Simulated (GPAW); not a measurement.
# Au (Fm-3m) in GPAW: settings compared

The runs below take Au through relaxation of cell and atoms, single point, with RPBE, revPBE, BLYP, PBE.

Everything below comes from runs of GPAW 26.7.0. Logs are shortened: lines on timing, memory, paths and dates and some standing lists are left out, and cuts for length are marked. The log counts tension as positive stress, the text compression.

## (1) The structure

The structure is cubic, space group Fm-3m (No. 225). The conventional cell has a = 4.070 Å, b = 4.070 Å, c = 4.070 Å, α = 90.00°, β = 90.00°, γ = 90.00°. Around Au (site symmetry m-3m) lie 12 Au at 2.88 Å.

## (2) Relaxation of cell and atoms, RPBE

run.py reads:

```python
from ase import Atoms
from ase.filters import FrechetCellFilter
from ase.io import write
from ase.optimize import FIRE
from gpaw import GPAW, PW

atoms = Atoms(['Au'],
              cell=[[0.0, 2.035, 2.035],
                    [2.035, 0.0, 2.035],
                    [2.035, 2.035, 0.0]],
              scaled_positions=[[0.0, 0.0, 0.0]],
              pbc=True)

calc = GPAW(mode=PW(600),
            xc='RPBE',
            kpts={'size': (11, 11, 11), 'gamma': True},
            occupations={'name': 'fermi-dirac', 'width': 0.05},
            nbands=14,
            convergence={'density': 1e-05, 'forces': 0.0001},
            maxiter=150,
            txt='gpaw.txt')
atoms.calc = calc
opt = FIRE(FrechetCellFilter(atoms), trajectory='relax.traj', logfile='-')
done = opt.run(fmax=0.01, steps=100)
calc.write('gs.gpw')
write('result.traj', atoms)
print('Converged:', done)
print('Cell:', atoms.cell.cellpar().round(4))
print('Volume:', round(atoms.get_volume(), 4))
print(atoms.get_scaled_positions().round(5))
```

Potentials or basis: the program's PAW data sets (release 1.2.1) made for this functional, pw.

Command:

```console
OMP_NUM_THREADS=1 python run.py
```

gpaw.txt:

```text
__  _  _
 | _ |_)|_||  |
 |__||  | ||/\| - 26.7.0

Input parameters:
  mode=PW(ecut=600.0),
  convergence={'density': 1e-05, 'forces': 0.0001},
  kpts=MonkhorstPack(size=(11, 11, 11), gamma=True),
  maxiter=150,
  nbands=14,
  occupations=Occupations(name='fermi-dirac', width=0.05),
  xc=XC(name='RPBE')

Diagonalizing LCAO Hamiltonian
Converting LCAO to pw mode

       Au

Atoms  # Å, Bohr magnetons
|   | symbol |        x |        y |        z |    initial magnetic moments |
|---|--------|----------|----------|----------|-----------------------------|
| 0 |     Au | 0.000000 | 0.000000 | 0.000000 | ( 0.0000,  0.0000,  0.0000) |
[... 238 lines left out ...]
Atoms  # Å, Bohr magnetons
|   | symbol |        x |        y |        z |    initial magnetic moments |
|---|--------|----------|----------|----------|-----------------------------|
| 0 |     Au | 0.000000 | 0.000000 | 0.000000 | ( 0.0000,  0.0000,  0.0000) |

Unit cell  # Å
| periodic |        x |        y |         z |  lengths |    angles |
|----------|----------|----------|-----------|----------|-----------|
|      yes | 0.000000 | 2.072048 |  2.072048 | 2.930319 | 60.000000 |
|      yes | 2.072048 | 0.000000 |  2.072048 | 2.930319 | 60.000000 |
|      yes | 2.072048 | 2.072048 | -0.000000 | 2.930319 | 60.000000 |

Number of symmetries: 48
Symmetry operations  # r_c * U_cc + t_c -> r_c
|    | kind |            matrix            |
|----|------|------------------------------|
|  0 |  σ   |  1, 0, 0,  1, 0,-1,  1,-1, 0 |
|  1 |  C2  |  1, 0, 0,  1,-1, 0,  1, 0,-1 |
|  2 |  E   |  1, 0, 0,  0, 1, 0,  0, 0, 1 |
|  3 |  σ   |  1, 0, 0,  0, 0, 1,  0, 1, 0 |
|  4 |  C4  |  1, 0,-1,  1, 0, 0,  1,-1, 0 |
|  5 |  S6  |  1, 0,-1,  1,-1, 0,  1, 0, 0 |
|  6 |  σ   |  1, 0,-1,  0, 1,-1,  0, 0,-1 |
|  7 |  C3  |  1, 0,-1,  0, 0,-1,  0, 1,-1 |
|  8 |  S6  |  1,-1, 0,  1, 0, 0,  1, 0,-1 |
[... 217 lines left out ...]
Atoms  # Å, Bohr magnetons
|   | symbol |        x |        y |        z |    initial magnetic moments |
|---|--------|----------|----------|----------|-----------------------------|
| 0 |     Au | 0.000000 | 0.000000 | 0.000000 | ( 0.0000,  0.0000,  0.0000) |

Unit cell  # Å
| periodic |        x |        y |         z |  lengths |    angles |
|----------|----------|----------|-----------|----------|-----------|
|      yes | 0.000000 | 2.126116 |  2.126116 | 3.006783 | 60.000000 |
|      yes | 2.126116 | 0.000000 |  2.126116 | 3.006783 | 60.000000 |
|      yes | 2.126116 | 2.126116 | -0.000000 | 3.006783 | 60.000000 |

Number of symmetries: 48
Symmetry operations  # r_c * U_cc + t_c -> r_c
|    | kind |            matrix            |
|----|------|------------------------------|
|  0 |  σ   |  1, 0, 0,  1, 0,-1,  1,-1, 0 |
|  1 |  C2  |  1, 0, 0,  1,-1, 0,  1, 0,-1 |
|  2 |  E   |  1, 0, 0,  0, 1, 0,  0, 0, 1 |
|  3 |  σ   |  1, 0, 0,  0, 0, 1,  0, 1, 0 |
|  4 |  C4  |  1, 0,-1,  1, 0, 0,  1,-1, 0 |
|  5 |  S6  |  1, 0,-1,  1,-1, 0,  1, 0, 0 |
|  6 |  σ   |  1, 0,-1,  0, 1,-1,  0, 0,-1 |
|  7 |  C3  |  1, 0,-1,  0, 0,-1,  0, 1,-1 |
|  8 |  S6  |  1,-1, 0,  1, 0, 0,  1, 0,-1 |
[... 198 lines left out ...]
No gap
No difference between direct/indirect transitions

Stress tensor  # eV/Ang^3
|         x |        y |         z |
|-----------|----------|-----------|
|  0.019072 | 0.000000 | -0.000000 |
|  0.000000 | 0.019072 |  0.000000 |
| -0.000000 | 0.000000 |  0.019072 |

Forces  # eV/Ang
|        x |        y |       z |
|----------|----------|---------|
| -0.00000 | -0.00000 | 0.00000 |  # Au   0

Interpolating wave functions to new cell

       Au
[... 704 lines left out ...]
No gap
No difference between direct/indirect transitions

Stress tensor  # eV/Ang^3
|        x |         y |         z |
|----------|-----------|-----------|
| 0.009007 |  0.000000 |  0.000000 |
| 0.000000 |  0.009007 | -0.000000 |
| 0.000000 | -0.000000 |  0.009007 |

Forces  # eV/Ang
|       x |       y |       z |
|---------|---------|---------|
| 0.00000 | 0.00000 | 0.00000 |  # Au   0
[... 473 lines left out ...]
Stress tensor  # eV/Ang^3
|         x |         y |         z |
|-----------|-----------|-----------|
| -0.003759 | -0.000000 | -0.000000 |
| -0.000000 | -0.003759 |  0.000000 |
| -0.000000 |  0.000000 | -0.003759 |

Forces  # eV/Ang
|       x |       y |        z |
|---------|---------|----------|
| 0.00000 | 0.00000 | -0.00000 |  # Au   0

Interpolating wave functions to new cell

       Au
[... 224 lines left out ...]
Stress tensor  # eV/Ang^3
|         x |         y |         z |
|-----------|-----------|-----------|
| -0.003659 |  0.000000 | -0.000000 |
|  0.000000 | -0.003659 | -0.000000 |
| -0.000000 | -0.000000 | -0.003659 |

Forces  # eV/Ang
|        x |       y |        z |
|----------|---------|----------|
| -0.00000 | 0.00000 | -0.00000 |  # Au   0

Interpolating wave functions to new cell

       Au
[... 655 lines left out ...]
SCF iterations
|iter     | |      energy | eigst |  dens |force |
|---------|-|-------------|-------|-------|------|
|iter:   1| |   -2.599293 | -5.19 |       |      |
|iter:   2| |   -2.599290 | -7.82c| -3.30 |      |
|iter:   3| |   -2.599282c| -6.67 | -3.35 |      |
|iter:   4| |   -2.599282c| -7.86c| -4.24 |      |
|iter:   5| |   -2.599282c| -7.54c| -4.52 |      |
|iter:   6| |   -2.599282c| -9.22c| -5.85c|      |
|iter:   7| |   -2.599282c|-10.01c| -6.18c|-25.93c|

Converged in 7 steps
Energy contributions relative to reference atoms: (reference = -516612.958020)

Energy contributions:
  Kinetic:         -10.635628
  Coulomb:           8.596386
  Zero:              0.134921
  External:          0.000000
  Xc:               -0.694530
  Entropy:          -0.000861
  Spinorbit:         0.000000
  ----------------------------
  Free energy:      -2.599713
  Extrapolated:     -2.599282
[... 25 lines left out ...]
Stress tensor  # eV/Ang^3
|         x |         y |         z |
|-----------|-----------|-----------|
| -0.002796 |  0.000000 | -0.000000 |
|  0.000000 | -0.002796 |  0.000000 |
| -0.000000 |  0.000000 | -0.002796 |

Forces  # eV/Ang
|       x |        y |       z |
|---------|----------|---------|
| 0.00000 | -0.00000 | 0.00000 |  # Au   0

Interpolating wave functions to new cell

       Au
[... 225 lines left out ...]
Stress tensor  # eV/Ang^3
|         x |         y |         z |
|-----------|-----------|-----------|
| -0.002344 |  0.000000 | -0.000000 |
|  0.000000 | -0.002344 | -0.000000 |
| -0.000000 | -0.000000 | -0.002344 |

Forces  # eV/Ang
|        x |       y |        z |
|----------|---------|----------|
| -0.00000 | 0.00000 | -0.00000 |  # Au   0

Interpolating wave functions to new cell

       Au
[... 952 lines left out ...]
Forces  # eV/Ang
|       x |       y |       z |
|---------|---------|---------|
| 0.00000 | 0.00000 | 0.00000 |  # Au   0

# Writing to gs.gpw (mode='')
```

stdout:

```text
Step          Energy          fmax
FIRE:    0       -2.511979        1.804191
FIRE:    1       -2.581072        0.771743
FIRE:    2       -2.594800        0.366595
FIRE:    3       -2.595745        0.332089
FIRE:    4       -2.597283        0.265298
FIRE:    5       -2.598819        0.170521
[... 9 lines left out ...]
FIRE:   15       -2.599817        0.011752
FIRE:   16       -2.599832        0.002140
Converged: True
Cell: [ 2.9793  2.9793  2.9793 60.     60.     60.    ]
Volume: 18.6991
[[0. 0. 0.]]
```

Wall time 2.5 min (1 thread of Arm Neoverse V1, shared host); peak memory 0.23 GiB.

Results:

```yaml
Free_energy: -2.5998 eV
Relaxed_volume: 18.70 Å³/atom
Relaxed_cell: a = 2.979 Å, b = 2.979 Å, c = 2.979 Å, α = 60.00°, β = 60.00°, γ = 60.00°
Space_group_after_relaxing_to_0.05_Å: Fm-3m (No. 225)
Energy_gained_by_relaxing: 88.2 meV/atom
Ionic_steps: 17
Pressure_after_relaxing: 0.0 GPa
Band_gap_on_the_k_mesh: none (metal or under the smearing width)
```

Step by step:
```tsv
step	energy change (eV)	largest force (eV/Å)	pressure (GPa)	volume (Å³)
1	0.0000	0.0000	17.15	16.85
2	-0.0694	0.0000	6.95	17.79
3	-0.0831	0.0000	-3.06	19.22
4	-0.0840	0.0000	-2.78	19.17
5	-0.0856	0.0000	-2.23	19.07
6	-0.0871	0.0000	-1.44	18.93
7	-0.0881	0.0000	-0.47	18.77
8	-0.0880	0.0000	0.60	18.60
9	-0.0880	0.0000	0.59	18.61
10	-0.0880	0.0000	0.55	18.61
11	-0.0880	0.0000	0.51	18.62
12	-0.0880	0.0000	0.45	18.63
13	-0.0881	0.0000	0.38	18.64
14	-0.0881	0.0000	0.29	18.65
15	-0.0881	0.0000	0.20	18.66
16	-0.0882	0.0000	0.10	18.68
17	-0.0882	0.0000	-0.02	18.70
```

Final structure:
```cif
data_structure
_symmetry_space_group_name_H-M 'P 1'
_symmetry_Int_Tables_number 1
_cell_length_a 2.9793
_cell_length_b 2.9793
_cell_length_c 2.9793
_cell_angle_alpha 60.000
_cell_angle_beta 60.000
_cell_angle_gamma 60.000
_cell_volume 18.70
loop_
_atom_site_label
_atom_site_type_symbol
_atom_site_fract_x
_atom_site_fract_y
_atom_site_fract_z
_atom_site_occupancy
Au1 Au 0.00000 0.00000 0.00000 1
```

Caveat: with this Au data set, volumes or pressures lay over 1.5 % or 2 GPa off other programs in two to four cells of ten; later steps reuse the first step's grids; the volume moved by +11 % from the deposited cell, more than functionals usually miss. Zero-point motion and thermal expansion aren't in these numbers.

## (3) Relaxation of cell and atoms, revPBE

run.py reads:

```python
from ase.filters import FrechetCellFilter
from ase.io import read, write
from ase.optimize import FIRE
from gpaw import GPAW, PW

atoms = read('Au.xyz')

calc = GPAW(mode=PW(600),
            xc='revPBE',
            kpts={'size': (11, 11, 11), 'gamma': True},
            occupations={'name': 'fermi-dirac', 'width': 0.05},
            nbands=14,
            convergence={'density': 1e-05, 'forces': 0.0001},
            maxiter=150,
            txt='gpaw.txt')
atoms.calc = calc
opt = FIRE(FrechetCellFilter(atoms), trajectory='relax.traj', logfile='-')
done = opt.run(fmax=0.02, steps=100)
calc.write('gs.gpw')
write('result.traj', atoms)
print('Converged:', done)
print('Cell:', atoms.cell.cellpar().round(4))
print('Volume:', round(atoms.get_volume(), 4))
print(atoms.get_scaled_positions().round(5))
```

Au.xyz reads:

```xyz
1
Lattice="0.0000000000 2.0350000000 2.0350000000 2.0350000000 0.0000000000 2.0350000000 2.0350000000 2.0350000000 0.0000000000" Properties=species:S:1:pos:R:3 pbc="T T T"
Au     0.0000000000      0.0000000000      0.0000000000
```

Potentials or basis: the program's PAW data sets (release 1.2.1) made for this functional, pw.

Command:

```console
OMP_NUM_THREADS=1 python run.py
```

Run time: 2.3 min. Hardware: 1 thread of Arm Neoverse V1, shared host; peak memory 0.23 GiB.

The run converged. Its results:

```yaml
Free_energy: -2.6967 eV
Relaxed_volume: 18.53 Å³/atom
Relaxed_cell: a = 2.970 Å, b = 2.970 Å, c = 2.970 Å, α = 60.00°, β = 60.00°, γ = 60.00°
Space_group_after_relaxing_to_0.05_Å: Fm-3m (No. 225)
Energy_gained_by_relaxing: 76.7 meV/atom
Ionic_steps: 16
Pressure_after_relaxing: 0.1 GPa
Band_gap_on_the_k_mesh: none (metal or under the smearing width)
```

Step by step:
| step | energy change (eV) | largest force (eV/Å) | pressure (GPa) | volume (Å³) |
| --- | --- | --- | --- | --- |
| 1 | 0.0000 | 0.0000 | 16.07 | 16.85 |
| 2 | -0.0608 | 0.0000 | 6.47 | 17.73 |
| 3 | -0.0716 | 0.0000 | -3.15 | 19.06 |
| 4 | -0.0726 | 0.0000 | -2.85 | 19.01 |
| 5 | -0.0742 | 0.0000 | -2.27 | 18.90 |
| 6 | -0.0758 | 0.0000 | -1.43 | 18.77 |
| 7 | -0.0767 | 0.0000 | -0.40 | 18.61 |
| 8 | -0.0765 | 0.0000 | 0.74 | 18.44 |
| 9 | -0.0765 | 0.0000 | 0.71 | 18.44 |
| 10 | -0.0765 | 0.0000 | 0.67 | 18.45 |
| 11 | -0.0765 | 0.0000 | 0.61 | 18.46 |
| 12 | -0.0766 | 0.0000 | 0.54 | 18.47 |
| 13 | -0.0766 | 0.0000 | 0.45 | 18.48 |
| 14 | -0.0767 | 0.0000 | 0.34 | 18.50 |
| 15 | -0.0767 | 0.0000 | 0.23 | 18.51 |
| 16 | -0.0767 | 0.0000 | 0.10 | 18.53 |

Final structure:
```xyz
1
Lattice="0.0000 2.1003 2.1003 2.1003 0.0000 2.1003 2.1003 2.1003 0.0000" Properties=species:S:1:pos:R:3 pbc="T T T"
Au    0.0000    0.0000    0.0000
```

Levels at points of the mesh, in eV from the Fermi level:
```
           k point  band 4  band 5  band 6  band 7  band 8  band 9
(0.00, 0.00, 0.00)   -4.42   -3.12   -3.12   15.43   18.76   18.76
```

Caveat: with this Au data set, volumes or pressures lay over 1.5 % or 2 GPa off other programs in two to four cells of ten; later steps reuse the first step's grids.

## (4) Relaxation of cell and atoms, BLYP

Edit run.py of step 3 so:

```diff
@@ -3,3 +3,5 @@
 from ase.optimize import FIRE
-from gpaw import GPAW, PW
+from gpaw import GPAW, PW, setup_paths
+
+setup_paths.insert(0, '.')
 
@@ -8,3 +10,3 @@
 calc = GPAW(mode=PW(600),
-            xc='revPBE',
+            xc='BLYP',
             kpts={'size': (11, 11, 11), 'gamma': True},
@@ -13,2 +15,3 @@
             convergence={'density': 1e-05, 'forces': 0.0001},
+            eigensolver='davidson',
             maxiter=150,
@@ -17,3 +20,3 @@
 opt = FIRE(FrechetCellFilter(atoms), trajectory='relax.traj', logfile='-')
-done = opt.run(fmax=0.02, steps=100)
+done = opt.run(fmax=0.01, steps=100)
 calc.write('gs.gpw')
```

Au.xyz is that of step 3.

Potentials or basis: PAW data sets generated in the run's folder for this functional, pw.

Command:

```console
gpaw-setup -f BLYP Au
OMP_NUM_THREADS=1 python run.py
```

It took 2.5 min on 1 thread of Arm Neoverse V1, shared host; peak memory 0.23 GiB.

It converged, with:

| Property | Result |
| --- | --- |
| Free energy | -2.3896 eV |
| Relaxed volume | 19.64 Å³/atom |
| Relaxed cell | a = 3.029 Å, b = 3.029 Å, c = 3.029 Å, α = 60.00°, β = 60.00°, γ = 60.00° |
| Space group after relaxing (to 0.05 Å) | Fm-3m (No. 225) |
| Energy gained by relaxing | 186.0 meV/atom |
| Ionic steps | 16 |
| Pressure after relaxing | 0.1 GPa |
| Band gap on the k mesh | none (metal or under the smearing width) |

The path:
```
step  energy change (eV)  largest force (eV/Å)  pressure (GPa)  volume (Å³)
   1              0.0000                0.0000           25.37        16.85
   2             -0.1479                0.0000            9.54        18.26
   3             -0.1767                0.0000           -3.57        20.44
   4             -0.1782                0.0000           -3.29        20.37
   5             -0.1808                0.0000           -2.74        20.24
   6             -0.1835                0.0000           -1.93        20.05
   7             -0.1855                0.0000           -0.90        19.83
   8             -0.1859                0.0000            0.30        19.60
   9             -0.1859                0.0000            0.29        19.60
  10             -0.1860                0.0000            0.27        19.60
  11             -0.1860                0.0000            0.25        19.61
  12             -0.1860                0.0000            0.23        19.61
  13             -0.1860                0.0000            0.19        19.62
  14             -0.1860                0.0000            0.16        19.62
  15             -0.1860                0.0000            0.12        19.63
  16             -0.1860                0.0000            0.07        19.64
```

Final structure:
```yaml
crystal:
  lattice:
    - [0.00000, 2.14148, 2.14148]
    - [2.14148, 0.00000, 2.14148]
    - [2.14148, 2.14148, 0.00000]
  atoms:
    - { symbol: Au, position: [0.00000, 0.00000, 0.00000] }
```

Levels at points of the mesh, in eV from the Fermi level:
```csv
k point,band 2,band 3,band 4,band 5,band 6,band 7,band 8,band 9,band 10
"(0.00, 0.00, 0.00)",-4.19,-4.19,-4.19,-3.02,-3.02,15.96,18.52,18.52,18.52
```

Caveat: with this Au data set, volumes or pressures lay over 1.5 % or 2 GPa off other programs in two to four cells of ten; later steps reuse the first step's grids; the volume moved by over 15 % at a fixed basis, so the end points are rough; the volume moved by +17 % from the deposited cell, more than functionals usually miss. Zero-point motion and thermal expansion aren't in these numbers.

## (5) Single point, PBE

run.py reads:

```python
from ase.dft.bandgap import bandgap
from ase.io import read, write
from ase.units import GPa
from gpaw import GPAW, PW

atoms = read('Au.xyz')

calc = GPAW(mode=PW(600),
            xc='PBE',
            kpts={'size': (11, 11, 11), 'gamma': True},
            occupations={'name': 'methfessel-paxton', 'order': 0, 'width': 0.012},
            nbands=14,
            convergence={'density': 1e-05, 'energy': 1e-05},
            maxiter=150,
            txt='gpaw.txt')
atoms.calc = calc
energy = atoms.get_potential_energy()
forces = atoms.get_forces()
stress = atoms.get_stress()
calc.write('gs.gpw')
write('result.traj', atoms)
print(f'Energy: {energy:.6f} eV')
print('Forces (eV/A):')
print(forces.round(4))
print('Stress (GPa):', (stress / GPa).round(3))
print('Fermi level:', round(calc.get_fermi_level(), 4), 'eV')
print(f'Gap: {bandgap(calc)[0]:.4f} eV, direct: {bandgap(calc, direct=True)[0]:.4f} eV')
```

Au.xyz is that of step 4.

Potentials or basis: GPAW PAW data sets (gpaw-data 1.2.1), pw.

Command:

```console
OMP_NUM_THREADS=1 python run.py
```

It took 11 s on 1 thread of Arm Neoverse V1, shared host; peak memory 0.13 GiB.

Results (log left out):

```yaml
Free_energy: -3.1199 eV
Pressure: 13.4 GPa
Band_gap_on_the_k_mesh: none (metal or under the smearing width)
```

Levels at points of the mesh, in eV from the Fermi level:
```tsv
k point	band 2	band 3	band 4	band 5	band 6	band 7	band 8	band 9	band 10
(0.00, 0.00, 0.00)	-4.86	-4.86	-4.86	-3.32	-3.32	15.67	19.52	19.52	19.52
```

Caveat: with this Au data set, volumes or pressures lay over 1.5 % or 2 GPa off other programs in two to four cells of ten. The run has no spin-orbit coupling, so splittings on Au are missing.

## (6) Overview

```csv
task,level,potentials or basis,cell,smearing,optimizer,fmax,max steps,convergence,eigensolver,gap on the mesh (eV),pressure (GPa),relaxed volume (Å³/atom)
relaxation of cell and atoms,RPBE,"the program's PAW data sets (release 1.2.1) made for this functional, pw",relaxed,fermi-dirac 0.05 eV,FIRE,0.01 eV/Å,100,density=1e-05 forces=0.0001,-,none,0.0,18.70
relaxation of cell and atoms,revPBE,"the program's PAW data sets (release 1.2.1) made for this functional, pw",relaxed,fermi-dirac 0.05 eV,FIRE,0.02 eV/Å,100,density=1e-05 forces=0.0001,-,none,0.1,18.53
relaxation of cell and atoms,BLYP,"PAW data sets generated in the run's folder for this functional, pw",relaxed,fermi-dirac 0.05 eV,FIRE,0.01 eV/Å,100,density=1e-05 forces=0.0001,davidson,none,0.1,19.64
single point,PBE,"GPAW PAW data sets (gpaw-data 1.2.1), pw",as given,gaussian 0.012 eV,-,-,-,-,-,none,13.4,-
```

Alike in all rows: no spin polarisation; k mesh 11 × 11 × 11; cutoff (eV) 600.

Caveats: with this Au data set, volumes or pressures lay over 1.5 % or 2 GPa off other programs in two to four cells of ten; later steps reuse the first step's grids (some runs); the volume moved by +11 % from the deposited cell, more than functionals usually miss (some runs); the volume moved by over 15 % at a fixed basis, so the end points are rough (some runs); the volume moved by +17 % from the deposited cell, more than functionals usually miss (some runs).

Total energies depend on the potentials used, so only differences within one code and one set of settings carry meaning.
